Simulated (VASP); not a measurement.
# InP (F-43m) in VASP: a series of runs

The runs below take InP through single point, with PBE.

Program: VASP 6.6.1. These are calculated values, not measurements. Logs are shortened: lines on timing, memory, paths and dates and some standing lists are left out, and cuts for length are marked.

### 1 The undisturbed crystal

Symmetry: F-43m, No. 216, cubic system. Conventional cell: a = 5.861 Å, b = 5.861 Å, c = 5.861 Å, α = 90.00°, β = 90.00°, γ = 90.00°. In (site symmetry -43m) has 4 P at 2.54 Å as nearest neighbours. P (site symmetry -43m) has 4 In at 2.54 Å as nearest neighbours.

### 2 Single point, PBE (grid = ENCUT=400 dk=0.45 cell=2x2x2 ISMEAR=0 SIGMA=0.05 LREAL=Auto EDIFF=1e-06)

File INCAR:

```
PREC = Accurate
ENCUT = 400
EDIFF = 1E-6
ISMEAR = 0
SIGMA = 0.05
LREAL = Auto
LASPH = True
NELM = 120
ALGO = Fast
ISIF = 2
LWAVE = False
LCHARG = False
GGA = PE
NBANDS = 80
```

File KPOINTS:

```
regular mesh
0
Gamma
  3 3 3
```

File POSCAR:

```
InP
1.0
    0.0000000000      5.8610000000      5.8610000000
    5.8610000000      0.0000000000      5.8610000000
    5.8610000000      5.8610000000      0.0000000000
P In
8 8
Direct
    0.0000000000      0.0000000000      0.0000000000
    0.3750000000      0.3750000000      0.3750000000
    0.3750000000      0.3750000000      0.8750000000
    0.3750000000      0.8750000000      0.3750000000
    0.8750000000      0.3750000000      0.3750000000
    0.8750000000      0.3750000000      0.8750000000
    0.8750000000      0.8750000000      0.3750000000
    0.8750000000      0.8750000000      0.8750000000
    0.0000000000      0.0000000000      0.5000000000
    0.0000000000      0.5000000000      0.0000000000
    0.0000000000      0.5000000000      0.5000000000
    0.5000000000      0.0000000000      0.0000000000
    0.5000000000      0.0000000000      0.5000000000
    0.5000000000      0.5000000000      0.0000000000
    0.5000000000      0.5000000000      0.5000000000
    0.3750000000      0.8750000000      0.8750000000
```

Potentials or basis: VASP PAW PBE potentials, release 64 (P, In_d).

On the command line:

```sh
> cat potpaw_PBE.64/P/POTCAR potpaw_PBE.64/In_d/POTCAR > POTCAR
> mpirun -np 1 vasp_std > vasp.out
```

OUTCAR:

```text
PREC = Accurate
   ENCUT = 400
   EDIFF = 1E-6
   ISMEAR = 0
   LREAL = Auto
   LASPH = True
   NELM = 120
   ISIF = 2
   GGA = PE

 Found      6 irreducible k-points:

 Following reciprocal coordinates:
            Coordinates               Weight
  0.000000  0.000000  0.000000      1.000000
  0.333333  0.000000  0.000000      2.000000
  0.000000  0.333333  0.000000      6.000000
  0.333333  0.333333  0.000000      6.000000
 -0.333333  0.333333  0.000000      6.000000
  0.000000 -0.333333  0.333333      6.000000
   k-points           NKPTS =      6   k-points in BZ     NKDIM =      6   number of bands    NBANDS=     80
   number of dos      NEDOS =    301   number of ions     NIONS =     16
   total plane-waves  NPLWV = 157464
   dimension x,y,z NGX =    54 NGY =   54 NGZ =   54
   dimension x,y,z NGXF=   108 NGYF=  108 NGZF=  108
   ions per type =               8   8
   NGX,Y,Z   is equivalent  to a cutoff of  10.83, 10.83, 10.83 a.u.
   NGXF,Y,Z  is equivalent  to a cutoff of  21.66, 21.66, 21.66 a.u.
 SYSTEM =  unknown system
   PREC   = accura    normal or accurate (medium, high low for compatibility)
   ISTART =      0    job   : 0-new  1-cont  2-samecut
   ICHARG =      2    charge: 1-file 2-atom 10-const
   ISPIN  =      1    spin polarized calculation?
   LNONCOLLINEAR =      F non collinear calculations
   LSORBIT =      F    spin-orbit coupling
   LASPH  =      T    aspherical Exc in radial PAW
   ENCUT  =  400.0 eV  29.40 Ry    5.42 a.u.  13.52 13.52 13.52*2*pi/ulx,y,z
   NELM   =    120;   NELMIN=  2; NELMDL= -5     # of ELM steps
   EDIFF  = 0.1E-05   stopping-criterion for ELM
   LREAL  =      T    real-space projection
   EDIFFG = 0.1E-04   stopping-criterion for IOM
   NSW    =      0    number of steps for IOM
   IBRION =     -1    ionic relax: 0-MD 1-quasi-New 2-CG
   NFREE  =      0    steps in history (QN), initial steepest desc. (CG)
   ISIF   =      2    stress and relaxation
   ISYM   =      2    0-nonsym 1-usesym 2-fastsym
   POTIM  = 0.5000    time-step for ionic-motion
   TEBEG  =    0.0;   TEEND  =   0.0 temperature during run
   PSTRESS=    0.0 pullay stress
   NELECT =     144.0000    total number of electrons
   NUPDOWN=      -1.0000    fix difference up-down
   EMIN   =  10.00;   EMAX   =-10.00  energy-range for DOS
   EFERMI =   0.00;   METHOD = LEGACY
   ISMEAR =     0;   SIGMA  =   0.05  broadening in eV -4-tet -1-fermi 0-gaus
   EFERMI_NEDOS =   21; number of points for ismear=-14 and -15
   IALGO  =     68    algorithm
   IMIX   =      4    mixing-type and parameters
     AMIX     =   0.40;   BMIX     =  1.00
     AMIX_MAG =   1.60;   BMIX_MAG =  1.00
  volume/ion in A,a.u.               =      25.17       169.83
  Fermi-wavevector in a.u.,A,eV,Ry     =   1.162021  2.195901 18.371846  1.350293
  Thomas-Fermi vector in A             =   2.298587
   LORBIT       =      0    0 simple, 1 ext, 2 COOP (PROOUT), +10 PAW based schemes
   GGA     = PE    functional components
   LHFCALC =     F    Hartree Fock is set to
   AEXX    =    0.0000 exact exchange contribution
   IVDW    =     0    specifies the selected vdW correction
   LEPSILON=     F    determine dielectric tensor
   LRPA    =     F    only Hartree local field effects (RPA)
 non-spin polarized calculation
 RMM-DIIS sequential band-by-band and
 Gauss-broadening in eV      SIGMA  =   0.05
  energy-cutoff  :      400.00
  volume of cell :      402.67
 maximum number of plane-waves:      7391
 NGX is ok and might be reduce to    54
   NGX = 27   NGY = 27   NGZ = 27

 number of electron     144.0000074 magnetization

 Free energy of the ion-electron system (eV)
  ---------------------------------------------------
  ext. energy  EPLUGINS =         0.00000000
  ---------------------------------------------------
  free energy    TOTEN  =       -63.18924524 eV

  energy without entropy =      -63.18189533  energy(sigma->0) =      -63.18557029

 E-fermi :   5.7666     XC(G=0):  -9.3090

 val. band max:        5.7609273407   @ k =   0.3333   0.0000   0.0000
 cond. band min:       5.8073580960   @ k =   0.3333   0.3333   0.0000
 fundamental gap:      0.0464307553
 Fermi energy:         5.7665763629

 k-point     1 :       0.0000    0.0000    0.0000
  band No.  band energies     occupation
      1      -9.4343      2.00000
      2      -9.4343      2.00000
      3      -9.2532      2.00000
      4      -9.2167      2.00000
      5      -9.2167      2.00000
      6      -9.2098      2.00000
[... 72 lines left out ...]
     79       6.8974      0.00000
     80       7.2455      0.00000

 k-point     2 :       0.3333    0.0000    0.0000
  band No.  band energies     occupation
      1      -9.4341      2.00000
      2      -9.4341      2.00000
      3      -9.2401      2.00000
      4      -9.2166      2.00000
      5      -9.2033      2.00000
      6      -9.2033      2.00000
[... 72 lines left out ...]
     79       7.9390      0.00000
     80       8.4585      0.00000

 k-point     3 :       0.0000    0.3333    0.0000
  band No.  band energies     occupation
      1      -9.4411      2.00000
      2      -9.4333      2.00000
      3      -9.2330      2.00000
      4      -9.2150      2.00000
      5      -9.2052      2.00000
      6      -9.1975      2.00000
[... 72 lines left out ...]
     79       7.6574      0.00000
     80       7.7935      0.00000

 k-point     4 :       0.3333    0.3333    0.0000
  band No.  band energies     occupation
      1      -9.4406      2.00000
      2      -9.4335      2.00000
      3      -9.2322      2.00000
      4      -9.2084      2.00000
      5      -9.2023      2.00000
      6      -9.1974      2.00000
[... 72 lines left out ...]
     79       7.9966      0.00000
     80       8.1223      0.00000

 k-point     5 :      -0.3333    0.3333    0.0000
  band No.  band energies     occupation
      1      -9.4407      2.00000
      2      -9.4333      2.00000
      3      -9.2239      2.00000
      4      -9.2146      2.00000
      5      -9.1995      2.00000
      6      -9.1899      2.00000
[... 72 lines left out ...]
     79       8.7354      0.00000
     80       8.9033      0.00000

 k-point     6 :       0.0000   -0.3333    0.3333
  band No.  band energies     occupation
      1      -9.4427      2.00000
      2      -9.4344      2.00000
      3      -9.2148      2.00000
      4      -9.2137      2.00000
      5      -9.2069      2.00000
      6      -9.1862      2.00000
[... 72 lines left out ...]
     79       8.7594      0.00000
     80       8.8432      0.00000

------------------------ aborting loop because EDIFF is reached ----------------------------------------

  FORCE on cell =-STRESS in cart. coord.  units (eV):
  Direction    XX          YY          ZZ          XY          YZ          ZX
  --------------------------------------------------------------------------------------
  -------------------------------------------------------------------------------------
  Total       11.3137009     11.3137009     11.3137009      0.8359469     -0.8359469      0.8359469
  in kB       45.0163331     45.0163331     45.0163331      3.3261674     -3.3261674      3.3261674
  external PRESSURE =      45.0163331 kB  Pullay stress =       0.0000000 kB

 VOLUME and BASIS-vectors are now :
 -----------------------------------------------------------------------------
  energy-cutoff  :      400.00
  volume of cell :      402.67
      direct lattice vectors                 reciprocal lattice vectors
     0.000000000  5.861000000  5.861000000    -0.085309674  0.085309674  0.085309674
     5.861000000  0.000000000  5.861000000     0.085309674 -0.085309674  0.085309674
     5.861000000  5.861000000  0.000000000     0.085309674  0.085309674 -0.085309674

 POSITION                                       TOTAL-FORCE (eV/Angst)
 -----------------------------------------------------------------------------------
      0.00000      0.00000      0.00000         0.464068     -0.464068     -0.464068
      4.39575      4.39575      4.39575        -0.103595      0.012425      0.012425
      7.32625      7.32625      4.39575        -0.012425      0.103595      0.012425
      7.32625      4.39575      7.32625        -0.012425      0.012425      0.103595
      4.39575      7.32625      7.32625         0.026703     -0.026703     -0.026703
      7.32625     10.25675      7.32625        -0.655738      0.655738     -0.956179
[... 8 lines left out ...]
      5.86100      5.86100      5.86100         0.061929     -0.061929     -0.061929
     10.25675      7.32625      7.32625         0.995282     -0.995282     -0.995282
 -----------------------------------------------------------------------------------
    total drift:                               -0.000037      0.000038      0.000038

  FREE ENERGIE OF THE ION-ELECTRON SYSTEM (eV)
  ---------------------------------------------------
  free  energy   TOTEN  =       -63.1892452364 eV

  energy  without entropy=      -63.1818953349  energy(sigma->0) =      -63.18557029
```

It took 4.1 min on 1 thread of Intel Xeon 6975P-C (Granite Rapids), shared host; peak memory 0.41 GiB.

The run converged, but some of its settings lie outside the range that counts as converged, so its numbers aren't taken as properties of the crystal.

What came out:

| Item | Value |
| --- | --- |
| Free energy | -63.1892 eV |
| Pressure | 4.5 GPa |
| Largest force | 1.724 eV/Å |
| Band gap on the k mesh | none (metal or under the smearing width) |

### 3 Single point, PBE (grid = ENCUT=460 dk=0.45 cell=2x2x2 ISMEAR=0 SIGMA=0.05 LREAL=Auto EDIFF=1e-06)

INCAR, as its differences from that of step 2:

```diff
@@ -1,3 +1,3 @@
 PREC = Accurate
-ENCUT = 400
+ENCUT = 460
 EDIFF = 1E-6
```

KPOINTS is that of step 2.

POSCAR is that of step 2.

Potentials or basis: VASP PAW PBE potentials, release 64 (P, In_d).

On the command line:

```sh
> cat potpaw_PBE.64/P/POTCAR potpaw_PBE.64/In_d/POTCAR > POTCAR
> mpirun -np 1 vasp_std > vasp.out
```

OUTCAR:

```text
PREC = Accurate
   ENCUT = 460
   EDIFF = 1E-6
   ISMEAR = 0
   LREAL = Auto
   LASPH = True
   NELM = 120
   ISIF = 2
   GGA = PE

 Found      6 irreducible k-points:

 Following reciprocal coordinates:
            Coordinates               Weight
  0.000000  0.000000  0.000000      1.000000
  0.333333  0.000000  0.000000      2.000000
  0.000000  0.333333  0.000000      6.000000
  0.333333  0.333333  0.000000      6.000000
 -0.333333  0.333333  0.000000      6.000000
  0.000000 -0.333333  0.333333      6.000000
   k-points           NKPTS =      6   k-points in BZ     NKDIM =      6   number of bands    NBANDS=     80
[... 579 lines left out ...]
  Total       11.3943359     11.3943359     11.3943359      0.8365663     -0.8365663      0.8365663
  in kB       45.3371736     45.3371736     45.3371736      3.3286322     -3.3286322      3.3286322
  external PRESSURE =      45.3371736 kB  Pullay stress =       0.0000000 kB

 VOLUME and BASIS-vectors are now :
 -----------------------------------------------------------------------------
  energy-cutoff  :      460.00
  volume of cell :      402.67
      direct lattice vectors                 reciprocal lattice vectors
     0.000000000  5.861000000  5.861000000    -0.085309674  0.085309674  0.085309674
     5.861000000  0.000000000  5.861000000     0.085309674 -0.085309674  0.085309674
     5.861000000  5.861000000  0.000000000     0.085309674  0.085309674 -0.085309674

 POSITION                                       TOTAL-FORCE (eV/Angst)
 -----------------------------------------------------------------------------------
      0.00000      0.00000      0.00000         0.463573     -0.463573     -0.463573
      4.39575      4.39575      4.39575        -0.103854      0.012135      0.012135
      7.32625      7.32625      4.39575        -0.012135      0.103854      0.012135
      7.32625      4.39575      7.32625        -0.012135      0.012135      0.103854
      4.39575      7.32625      7.32625         0.026430     -0.026430     -0.026430
      7.32625     10.25675      7.32625        -0.655848      0.655848     -0.956336
[... 8 lines left out ...]
      5.86100      5.86100      5.86100         0.061965     -0.061965     -0.061965
     10.25675      7.32625      7.32625         0.995728     -0.995728     -0.995728
 -----------------------------------------------------------------------------------
    total drift:                               -0.000353      0.000353      0.000353

  FREE ENERGIE OF THE ION-ELECTRON SYSTEM (eV)
  ---------------------------------------------------
  free  energy   TOTEN  =       -63.1893071550 eV

  energy  without entropy=      -63.1819530084  energy(sigma->0) =      -63.18563008
```

stdout:

```text
POSCAR found type information on POSCAR P In
 POSCAR found :  2 types and      16 ions
 scaLAPACK will be used
 LDA part: xc-table for (Slater+PW92), standard interpolation
 POSCAR, INCAR and KPOINTS ok, starting setup
 FFT: planning ... GRIDC
 FFT: planning ... GRID_SOFT
 FFT: planning ... GRID
 WAVECAR not read
 entering main loop
```

It took 3.8 min on 1 thread of Intel Xeon 6975P-C (Granite Rapids), shared host; peak memory 0.52 GiB.

These settings aren't checked as converged: the numbers below hold their error.

Results:

| Property | Result |
| --- | --- |
| Free energy | -63.1893 eV |
| Pressure | 4.5 GPa |
| Largest force | 1.725 eV/Å |
| Band gap on the k mesh | none (metal or under the smearing width) |

### 4 Single point, PBE (grid = ENCUT=520 dk=0.45 cell=2x2x2 ISMEAR=0 SIGMA=0.05 LREAL=Auto EDIFF=1e-06)

INCAR, as its differences from that of step 3:

```diff
@@ -1,3 +1,3 @@
 PREC = Accurate
-ENCUT = 460
+ENCUT = 520
 EDIFF = 1E-6
```

KPOINTS is that of step 3.

POSCAR is that of step 3.

On the command line:

```sh
> cat potpaw_PBE.64/P/POTCAR potpaw_PBE.64/In_d/POTCAR > POTCAR
> mpirun -np 1 vasp_std > vasp.out
```

It took 4.6 min on 1 thread of Intel Xeon 6975P-C (Granite Rapids), shared host; peak memory 0.58 GiB.

The run converged, but some of its settings lie outside the range that counts as converged, so its numbers aren't taken as properties of the crystal.

Results:

```yaml
Free_energy: -63.2018 eV
Pressure: 4.5 GPa
Largest_force: 1.725 eV/Å
Band_gap_on_the_k_mesh: none (metal or under the smearing width)
```

### 5 Single point, PBE (grid = ENCUT=400 dk=0.35 cell=2x2x2 ISMEAR=0 SIGMA=0.05 LREAL=Auto EDIFF=1e-06)

INCAR, as its differences from that of step 4:

```diff
@@ -1,3 +1,3 @@
 PREC = Accurate
-ENCUT = 520
+ENCUT = 400
 EDIFF = 1E-6
```

KPOINTS is that of step 4.

POSCAR is that of step 4.

Potentials or basis: VASP PAW PBE potentials, release 64 (P, In_d).

On the command line:

```sh
> cat potpaw_PBE.64/P/POTCAR potpaw_PBE.64/In_d/POTCAR > POTCAR
> mpirun -np 1 vasp_std > vasp.out
```

OUTCAR:

```text
PREC = Accurate
   ENCUT = 400
   EDIFF = 1E-6
   ISMEAR = 0
   LREAL = Auto
   LASPH = True
   NELM = 120
   ISIF = 2
   GGA = PE

 Found      6 irreducible k-points:

 Following reciprocal coordinates:
            Coordinates               Weight
  0.000000  0.000000  0.000000      1.000000
  0.333333  0.000000  0.000000      2.000000
  0.000000  0.333333  0.000000      6.000000
  0.333333  0.333333  0.000000      6.000000
 -0.333333  0.333333  0.000000      6.000000
  0.000000 -0.333333  0.333333      6.000000
   k-points           NKPTS =      6   k-points in BZ     NKDIM =      6   number of bands    NBANDS=     80
[... 579 lines left out ...]
  Total       11.3137009     11.3137009     11.3137009      0.8359469     -0.8359469      0.8359469
  in kB       45.0163331     45.0163331     45.0163331      3.3261674     -3.3261674      3.3261674
  external PRESSURE =      45.0163331 kB  Pullay stress =       0.0000000 kB

 VOLUME and BASIS-vectors are now :
 -----------------------------------------------------------------------------
  energy-cutoff  :      400.00
  volume of cell :      402.67
      direct lattice vectors                 reciprocal lattice vectors
     0.000000000  5.861000000  5.861000000    -0.085309674  0.085309674  0.085309674
     5.861000000  0.000000000  5.861000000     0.085309674 -0.085309674  0.085309674
     5.861000000  5.861000000  0.000000000     0.085309674  0.085309674 -0.085309674

 POSITION                                       TOTAL-FORCE (eV/Angst)
 -----------------------------------------------------------------------------------
      0.00000      0.00000      0.00000         0.464068     -0.464068     -0.464068
      4.39575      4.39575      4.39575        -0.103595      0.012425      0.012425
      7.32625      7.32625      4.39575        -0.012425      0.103595      0.012425
      7.32625      4.39575      7.32625        -0.012425      0.012425      0.103595
      4.39575      7.32625      7.32625         0.026703     -0.026703     -0.026703
      7.32625     10.25675      7.32625        -0.655738      0.655738     -0.956179
[... 8 lines left out ...]
      5.86100      5.86100      5.86100         0.061929     -0.061929     -0.061929
     10.25675      7.32625      7.32625         0.995282     -0.995282     -0.995282
 -----------------------------------------------------------------------------------
    total drift:                               -0.000037      0.000038      0.000038

  FREE ENERGIE OF THE ION-ELECTRON SYSTEM (eV)
  ---------------------------------------------------
  free  energy   TOTEN  =       -63.1892452364 eV

  energy  without entropy=      -63.1818953349  energy(sigma->0) =      -63.18557029
```

OSZICAR:

```text
N       E                     dE             d eps       ncg     rms          rms(c)
DAV:   1     0.147336822662E+04    0.14734E+04   -0.55148E+04   960   0.176E+03
DAV:   2     0.175350046162E+03   -0.12980E+04   -0.12773E+04   960   0.502E+02
DAV:   3    -0.486826295812E+02   -0.22403E+03   -0.21602E+03  1112   0.223E+02
DAV:   4    -0.651427407267E+02   -0.16460E+02   -0.16214E+02  1160   0.590E+01
[... 19 lines left out ...]
RMM:  24    -0.631892548413E+02    0.50528E-05   -0.47000E-06   791   0.687E-03    0.147E-01
RMM:  25    -0.631892497516E+02    0.50897E-05   -0.64766E-06   838   0.715E-03    0.953E-02
RMM:  26    -0.631892469772E+02    0.27744E-05   -0.36509E-06   741   0.545E-03    0.455E-02
RMM:  27    -0.631892457614E+02    0.12158E-05   -0.19396E-06   664   0.437E-03    0.214E-02
RMM:  28    -0.631892452364E+02    0.52500E-06   -0.93972E-07   599   0.405E-03
   1 F= -.63189245E+02 E0= -.63185570E+02  d E =-.734990E-02
```

stdout:

```text
POSCAR found type information on POSCAR P In
 POSCAR found :  2 types and      16 ions
 scaLAPACK will be used
 LDA part: xc-table for (Slater+PW92), standard interpolation
 POSCAR, INCAR and KPOINTS ok, starting setup
 FFT: planning ... GRIDC
 FFT: planning ... GRID_SOFT
 FFT: planning ... GRID
 WAVECAR not read
 entering main loop
```

It took 4.4 min on 1 thread of Intel Xeon 6975P-C (Granite Rapids), shared host; peak memory 0.41 GiB.

These settings aren't checked as converged: the numbers below hold their error.

Results:

```yaml
Free_energy: -63.1892 eV
Pressure: 4.5 GPa
Largest_force: 1.724 eV/Å
Band_gap_on_the_k_mesh: none (metal or under the smearing width)
```

### 6 The reference run

An earlier run on the cell as given: functional PBEsol; potentials or basis VASP PAW PBE potentials, release 64 (In_d, P); cutoff 520 eV; k mesh 8 × 8 × 8; occupations fermi-dirac, width 0.05 eV; no spin polarisation.

* Pressure: 0.6 GPa
* Band gap on the k mesh: 0.61 eV, direct
